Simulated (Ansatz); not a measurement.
# What strain does to NaH (rocksalt)

NaH (rocksalt), relaxed with r2SCAN in the PAW code Ansatz. Space group Fm-3m (No. 225), cubic; a = 4.795 Å in the conventional setting, 13.78 Å³ an atom. Na has 6 H at 2.40 Å; H has 6 Na at 2.40 Å.

The axes x, y and z are those of this cell:
```
CELL_PARAMETERS angstrom
0.00000 2.39751 2.39751
2.39751 0.00000 2.39751
2.39751 2.39751 0.00000
ATOMIC_POSITIONS crystal
Na 0.00000 0.00000 0.00000
H 0.50000 0.50000 0.50000
```

Unstrained: PBE gives an indirect gap of 3.802 eV, from W to L; the least direct gap is 4.672 eV at L. The r2SCAN gap is indirect, 4.401 eV (W to L), below the direct gap of 5.264 eV at L. With HSE06 the valence top lies at W and the conduction bottom at L, 4.849 eV higher; the smallest vertical gap, at L, is 5.811 eV. Meshes: PBE 10×10×10, r2SCAN 10×10×10, HSE06 6×6×6. Strains are changes of length per length, and xy shears are angles. After each strain the atoms were relaxed again with r2SCAN within the symmetry that the strain leaves, so tilts or polar shifts that break it weren't tested; points keep the names that they have in the unstrained zone. No spin polarisation and no zero-point or thermal motion.

Changes of the least gap in eV (an overlap counts as a negative gap):

| strain | volume change (%) | space group | PBE | r2SCAN | HSE06 | G0W0@PBE (mesh) | energy rise, r2SCAN (meV/atom) |
| --- | --- | --- | --- | --- | --- | --- | --- |
| isotropic +1.0 % on every length | +3.0 | Fm-3m | -0.050 | -0.054 | -0.059 | -0.07 | 0.9 |
| epitaxial +5.0 % in the xy plane, free normal strain -2.33 % | +7.7 | I4/mmm | -0.178 | -0.188 | -0.209 | -0.27 | 10.0 |
| uniaxial -4.0 % along z | -4.0 | I4/mmm | +0.046 | +0.050 | +0.058 | +0.04 | 3.9 |
| epitaxial -0.5 % in the plane normal to [111], free normal strain +0.22 % | -0.8 | R-3m | -0.031 | -0.030 | -0.028 | -0.02 | 0.1 |
| xy shear, engineering strain (angle) -0.5 % | 0.0 | Immm | -0.016 | -0.016 | -0.015 | -0.02 | 0.0 |

Unstrained, G0W0@PBE with 114 empty bands, a screening cutoff of 150 eV and a 6×6×6 mesh gives 6.05 eV on its mesh; the band count follows the volume. G0W0 here is at a finite number of bands, screening cutoff and k mesh, not at the basis limit.

Isotropic +1.0 % on every length. HSE06: the gap goes from 4.849 to 4.790 eV (-0.059 eV). Stress change with r2SCAN, compression positive: xx -0.69, yy -0.69, zz -0.69 GPa. For HSE06, dE_g/d ln V = -2.0 eV over this step.

Epitaxial +5.0 % in the xy plane, free normal strain -2.33 %. HSE06: the gap goes from 4.849 to 4.640 eV (-0.209 eV); the edges go from W → L to (0.357, -1/2, -0.143) → L. Stress change with r2SCAN, compression positive: xx -2.08, yy -2.08, zz 0.00 GPa.

Uniaxial -4.0 % along z, other directions held. HSE06: the gap goes from 4.849 to 4.907 eV (+0.058 eV); the edges go from W → L to (0.297, -1/2, -0.203) → L. Stress change with r2SCAN, compression positive: xx +0.53, yy +0.53, zz +2.40 GPa.

Epitaxial -0.5 % in the plane normal to [111], free normal strain +0.22 %. HSE06: the gap goes from 4.849 to 4.821 eV (-0.028 eV); the edges go from W → L to (0.245, -1/2, -1/4) → L. Stress change with r2SCAN, compression positive: xx +0.19, yy +0.19, zz +0.19, xy -0.12, xz -0.12, yz -0.12 GPa.

Xy shear, engineering strain (angle) -0.5 %. HSE06: the gap goes from 4.849 to 4.834 eV (-0.015 eV); the L points, equivalent before, split by 30 meV, and the conduction bottom lies at those like (0, 1/2, 0); the edges go from W → L to (1/4, 0.497, -0.253) → L. Stress change with r2SCAN, compression positive: xx 0.00, yy 0.00, zz 0.00, xy +0.12 GPa.

Where an edge lies off the special points, it is a point of the mesh or the k point where a search put PBE's edge or least direct gap, reused for the other functionals, whose own edges may lie a little apart.

Coordinates of k points refer to the reciprocal vectors of the primitive cell of the runs.

The meshes of the hybrids are coarse, so their gaps aren't converged to the digits shown.
